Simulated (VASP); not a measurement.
# NaH (Fm-3m) in VASP: further runs

Runs on NaH. Level: PBE. Tasks: single point.

Program: VASP 6.6.1. These are calculated values, not measurements. Logs are shortened: lines on timing, memory, paths and dates and some standing lists are left out, and cuts for length are marked.

### Step 1. The crystal as given

Symmetry: Fm-3m, No. 225, cubic system. The conventional cell has a = 4.880 Å, b = 4.880 Å, c = 4.880 Å, α = 90.00°, β = 90.00°, γ = 90.00°. Around Na (site symmetry m-3m) lie 6 H at 2.44 Å. Around H (site symmetry m-3m) lie 6 Na at 2.44 Å.

### Step 2. Single point, PBE

INCAR reads:

```
SYSTEM = NaH
PREC = Accurate
ENCUT = 700
EDIFF = 1E-6
ISMEAR = 0
SIGMA = 0.05
LREAL = .False.
LASPH = .True.
NELM = 100
ALGO = Normal
ISIF = 2
LWAVE = .False.
LCHARG = .False.
GGA = PE
NBANDS = 11
ADDGRID = .False.
```

KPOINTS reads:

```
Automatic mesh
0
Gamma
  5 5 5
  0 0 0
```

POSCAR reads:

```
NaH
1.0
    0.0000000000      2.4400000000      2.4400000000
    2.4400000000      0.0000000000      2.4400000000
    2.4400000000      2.4400000000      0.0000000000
Na H
1 1
Direct
    0.0000000000      0.0000000000      0.0000000000
    0.5000000000      0.5000000000      0.5000000000
```

Potentials or basis: VASP PAW PBE potentials, release 64 (Na_pv, H).

On the command line:

```console
$ cat potpaw_PBE.64/Na_pv/POTCAR potpaw_PBE.64/H/POTCAR > POTCAR
$ mpirun -np 1 vasp_std > vasp.out
```

OUTCAR:

```text
SYSTEM = NaH
   PREC = Accurate
   ENCUT = 700
   EDIFF = 1E-6
   ISMEAR = 0
   LREAL = .False.
   LASPH = .True.
   NELM = 100
   ISIF = 2
   GGA = PE

 Found     10 irreducible k-points:

 Following reciprocal coordinates:
            Coordinates               Weight
  0.000000  0.000000  0.000000      1.000000
  0.200000  0.000000  0.000000      8.000000
  0.400000  0.000000  0.000000      8.000000
  0.200000  0.200000  0.000000      6.000000
  0.400000  0.200000  0.000000     24.000000
 -0.400000  0.200000  0.000000     24.000000
   k-points           NKPTS =     10   k-points in BZ     NKDIM =     10   number of bands    NBANDS=     11
   number of dos      NEDOS =    301   number of ions     NIONS =      2
   total plane-waves  NPLWV =  27000
   dimension x,y,z NGX =    30 NGY =   30 NGZ =   30
   dimension x,y,z NGXF=    60 NGYF=   60 NGZF=   60
   ions per type =               1   1
   NGX,Y,Z   is equivalent  to a cutoff of  14.45, 14.45, 14.45 a.u.
   NGXF,Y,Z  is equivalent  to a cutoff of  28.91, 28.91, 28.91 a.u.
 SYSTEM =  NaH
   PREC   = accura    normal or accurate (medium, high low for compatibility)
   ISTART =      0    job   : 0-new  1-cont  2-samecut
   ICHARG =      2    charge: 1-file 2-atom 10-const
   ISPIN  =      1    spin polarized calculation?
   LNONCOLLINEAR =      F non collinear calculations
   LSORBIT =      F    spin-orbit coupling
   LASPH  =      T    aspherical Exc in radial PAW
   ENCUT  =  700.0 eV  51.45 Ry    7.17 a.u.   7.44  7.44  7.44*2*pi/ulx,y,z
   NELM   =    100;   NELMIN=  2; NELMDL= -5     # of ELM steps
   EDIFF  = 0.1E-05   stopping-criterion for ELM
   LREAL  =      F    real-space projection
   EDIFFG = 0.1E-04   stopping-criterion for IOM
   NSW    =      0    number of steps for IOM
   IBRION =     -1    ionic relax: 0-MD 1-quasi-New 2-CG
   NFREE  =      0    steps in history (QN), initial steepest desc. (CG)
   ISIF   =      2    stress and relaxation
   ISYM   =      2    0-nonsym 1-usesym 2-fastsym
   POTIM  = 0.5000    time-step for ionic-motion
   TEBEG  =    0.0;   TEEND  =   0.0 temperature during run
   PSTRESS=    0.0 pullay stress
   NELECT =       8.0000    total number of electrons
   NUPDOWN=      -1.0000    fix difference up-down
   EMIN   =  10.00;   EMAX   =-10.00  energy-range for DOS
   EFERMI =   0.00;   METHOD = LEGACY
   ISMEAR =     0;   SIGMA  =   0.05  broadening in eV -4-tet -1-fermi 0-gaus
   EFERMI_NEDOS =   21; number of points for ismear=-14 and -15
   IALGO  =     38    algorithm
   IMIX   =      4    mixing-type and parameters
     AMIX     =   0.40;   BMIX     =  1.00
     AMIX_MAG =   1.60;   BMIX_MAG =  1.00
  volume/ion in A,a.u.               =      14.53        98.03
  Fermi-wavevector in a.u.,A,eV,Ry     =   1.065054  2.012660 15.433636  1.134340
  Thomas-Fermi vector in A             =   2.200593
   LORBIT       =      0    0 simple, 1 ext, 2 COOP (PROOUT), +10 PAW based schemes
   GGA     = PE    functional components
   LHFCALC =     F    Hartree Fock is set to
   AEXX    =    0.0000 exact exchange contribution
   IVDW    =     0    specifies the selected vdW correction
   LEPSILON=     F    determine dielectric tensor
   LRPA    =     F    only Hartree local field effects (RPA)
 non-spin polarized calculation
 Gauss-broadening in eV      SIGMA  =   0.05
  energy-cutoff  :      700.00
  volume of cell :       29.05
 maximum number of plane-waves:      1243
 NGX is ok and might be reduce to    30
   NGX = 15   NGY = 15   NGZ = 15

 number of electron       7.9999994 magnetization

 Free energy of the ion-electron system (eV)
  ---------------------------------------------------
  ext. energy  EPLUGINS =         0.00000000
  ---------------------------------------------------
  free energy    TOTEN  =        -5.08607559 eV

  energy without entropy =       -5.08607559  energy(sigma->0) =       -5.08607559

 E-fermi :  -1.0789     XC(G=0):  -7.6720

 val. band max:       -1.3040551681   @ k =  -0.4000   0.4000   0.0000
 cond. band min:       3.2372238931   @ k =   0.4000   0.0000   0.0000
 fundamental gap:      4.5412790612
 Fermi energy:        -1.0788618742

 k-point     1 :       0.0000    0.0000    0.0000
  band No.  band energies     occupation
      1     -23.3607      2.00000
      2     -23.3607      2.00000
      3     -23.3607      2.00000
      4      -4.7405      2.00000
      5       8.9576      0.00000
      6      14.1810      0.00000
      7      14.1810      0.00000
      8      14.1810      0.00000
      9      14.9671      0.00000
     10      14.9671      0.00000
     11      14.9671      0.00000

 k-point     2 :       0.2000    0.0000    0.0000
  band No.  band energies     occupation
      1     -23.3901      2.00000
      2     -23.3642      2.00000
      3     -23.3642      2.00000
      4      -4.0832      2.00000
      5       6.8637      0.00000
      6      10.5508      0.00000
      7      12.8602      0.00000
      8      12.8602      0.00000
      9      16.2184      0.00000
     10      16.2184      0.00000
     11      16.8341      0.00000

 k-point     3 :       0.4000    0.0000    0.0000
  band No.  band energies     occupation
      1     -23.4371      2.00000
      2     -23.3700      2.00000
      3     -23.3700      2.00000
      4      -2.4916      2.00000
      5       3.2372      0.00000
      6       9.4796      0.00000
      7      12.0906      0.00000
      8      12.0906      0.00000
      9      15.0491      0.00000
     10      15.0491      0.00000
     11      17.4390      0.00000

 k-point     4 :       0.2000    0.2000    0.0000
  band No.  band energies     occupation
      1     -23.3888      2.00000
      2     -23.3706      2.00000
      3     -23.3706      2.00000
      4      -3.8768      2.00000
      5       6.9181      0.00000
      6      10.9544      0.00000
      7      11.1302      0.00000
      8      11.1302      0.00000
      9      14.3229      0.00000
     10      17.3048      0.00000
     11      19.9017      0.00000

 k-point     5 :       0.4000    0.2000    0.0000
  band No.  band energies     occupation
      1     -23.4220      2.00000
      2     -23.3804      2.00000
      3     -23.3772      2.00000
      4      -2.5941      2.00000
      5       4.5313      0.00000
      6       7.7256      0.00000
      7      10.4561      0.00000
      8      11.8320      0.00000
      9      14.6605      0.00000
     10      17.4833      0.00000
     11      18.4763      0.00000

 k-point     6 :      -0.4000    0.2000    0.0000
  band No.  band energies     occupation
      1     -23.4329      2.00000
      2     -23.3911      2.00000
      3     -23.3750      2.00000
      4      -1.7760      2.00000
      5       3.2512      0.00000
      6       6.5646      0.00000
      7      10.9605      0.00000
      8      11.7112      0.00000
      9      15.9804      0.00000
     10      17.0955      0.00000
     11      20.0663      0.00000

 [... further k-points ...]

------------------------ aborting loop because EDIFF is reached ----------------------------------------

  FORCE on cell =-STRESS in cart. coord.  units (eV):
  Direction    XX          YY          ZZ          XY          YZ          ZX
  --------------------------------------------------------------------------------------
  -------------------------------------------------------------------------------------
  Total       -0.1154670     -0.1154670     -0.1154670      0.0000000      0.0000000     -0.0000000
  in kB       -6.3674997     -6.3674997     -6.3674997      0.0000000      0.0000000     -0.0000000
  external PRESSURE =      -6.3674997 kB  Pullay stress =       0.0000000 kB

 VOLUME and BASIS-vectors are now :
 -----------------------------------------------------------------------------
  energy-cutoff  :      700.00
  volume of cell :       29.05
      direct lattice vectors                 reciprocal lattice vectors
     0.000000000  2.440000000  2.440000000    -0.204918033  0.204918033  0.204918033
     2.440000000  0.000000000  2.440000000     0.204918033 -0.204918033  0.204918033
     2.440000000  2.440000000  0.000000000     0.204918033  0.204918033 -0.204918033

 POSITION                                       TOTAL-FORCE (eV/Angst)
 -----------------------------------------------------------------------------------
      0.00000      0.00000      0.00000         0.000000      0.000000      0.000000
      2.44000      2.44000      2.44000         0.000000      0.000000     -0.000000
 -----------------------------------------------------------------------------------
    total drift:                               -0.000000      0.000000      0.000000

  FREE ENERGIE OF THE ION-ELECTRON SYSTEM (eV)
  ---------------------------------------------------
  free  energy   TOTEN  =        -5.0860755926 eV

  energy  without entropy=       -5.0860755926  energy(sigma->0) =       -5.08607559
```

Wall time 5.6 s (1 thread of Intel Xeon Platinum 8259CL at 2.50GHz (Skylake/Cascade Lake), shared host); peak memory 0.15 GiB.

The run converged, but some of its settings lie outside the range that counts as converged, so its numbers aren't taken as properties of the crystal.

Results:

```
Free energy            : -5.0861 eV
Pressure               : -0.6 GPa
Band gap on the k mesh : 4.54 eV, indirect (least direct gap 5.03 eV)
```

Caveat: the k mesh is coarse (spacing up to 0.45 Å⁻¹), so the values aren't converged; an odd mesh through Γ misses points on the zone boundary, where band edges often lie.

### Step 3. Single point, PBE

INCAR is that of step 2.

KPOINTS is that of step 2.

POSCAR reads:

```
NaH
1.0
    0.0000000000      2.4400000000      2.4400000000
    2.4400000000      0.0000000000      2.4400000000
    2.4400000000      2.4400000000      0.0000000000
Na H
1 1
Direct
   -0.0187210000      0.0228060000      0.0160610000
    0.4668300000      0.5164870000      0.5214060000
```

Potentials or basis: VASP PAW PBE potentials, release 64 (Na_pv, H).

On the command line:

```console
$ cat potpaw_PBE.64/Na_pv/POTCAR potpaw_PBE.64/H/POTCAR > POTCAR
$ mpirun -np 1 vasp_std > vasp.out
```

Wall time 23 s (1 thread of Intel Xeon Platinum 8259CL at 2.50GHz (Skylake/Cascade Lake), shared host); peak memory 0.17 GiB.

These settings aren't checked as converged: the numbers below hold their error.

Results:

- Free energy: -5.0849 eV
- Pressure: -0.6 GPa
- Largest force: 0.043 eV/Å
- Band gap on the k mesh: 4.54 eV, indirect (least direct gap 5.03 eV)

Caveat: the k mesh is coarse (spacing up to 0.45 Å⁻¹), so the values aren't converged; an odd mesh through Γ misses points on the zone boundary, where band edges often lie.

### Step 4. For comparison

An earlier run on the cell as given: functional PBE; potentials or basis VASP PAW PBE potentials, release 64 (Na_pv, H); cutoff 520 eV; k mesh 9 × 9 × 9; occupations fermi-dirac, width 0.05 eV; no spin polarisation.

* Pressure: -0.7 GPa
* Band gap on the k mesh: 4.01 eV, indirect (least direct gap 4.70 eV)
